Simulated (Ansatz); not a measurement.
## MnAs under changes of volume

One of the cells (16.959 Å³/atom); the others are scaled copies at fixed shape and fractional positions:

```xyz
4
Lattice="3.7100 0.0000 0.0000 -1.8550 3.2130 0.0000 0.0000 0.0000 5.6910" Properties=species:S:1:pos:R:3 pbc="T T T"
As    1.8550    1.0710    4.2683
As    0.0000    2.1420    1.4227
Mn    0.0000    0.0000    2.8455
Mn    0.0000    0.0000    0.0000
```

* Program: Ansatz 0.2.0
* Functional: PBEsol
* Potentials or basis: Ansatz PAW
* Cutoff: 420 eV (not typed: the program's choice for these potentials)
* k mesh: 8 × 8 × 5
* Occupations: fermi-dirac, width 0.05 eV
* Spin: collinear spin, ferromagnetic start
* Starting moments: [0.0, 0.0, 4.0, 4.0] μB

```csv
volume (Å³/atom),energy over the lowest point (meV/atom),pressure (GPa),moment (μB per cell)
15.942,0.00,-6.6,5.54
16.281,?,?,?
16.620,31.66,-7.9,6.04
16.959,48.72,-8.7,6.23
17.298,68.03,-9.6,6.38
17.638,89.34,-10.3,6.53
17.977,111.74,-10.8,6.70
```

Task: What does the run at 16.281 Å³/atom give?

Result: Energy over the lowest point 15.57 meV/atom; pressure -7.5 GPa; moment 5.75 μB per cell.

Worked out: A Birch-Murnaghan fit of order 3 (a polynomial in V^(-2/3)) to the other rows has no minimum within the range. It gives 15.22 meV/atom at 16.281 Å³/atom, against the run's 15.57, and -dE/dV = -7.4 GPa, against -7.5. A parabola through the other rows of the moment, of slope 0.695 μB per Å³/atom there, gives 5.80 μB, against the run's 5.75.

Energies are extrapolated to zero smearing.

Caveats: only a ferromagnetic start was run, and an antiferromagnetic order may lie lower in energy; the PAW data sets come from PBE, with cores solved anew for the run's functional, which leaves a small shift of forces and pressure.
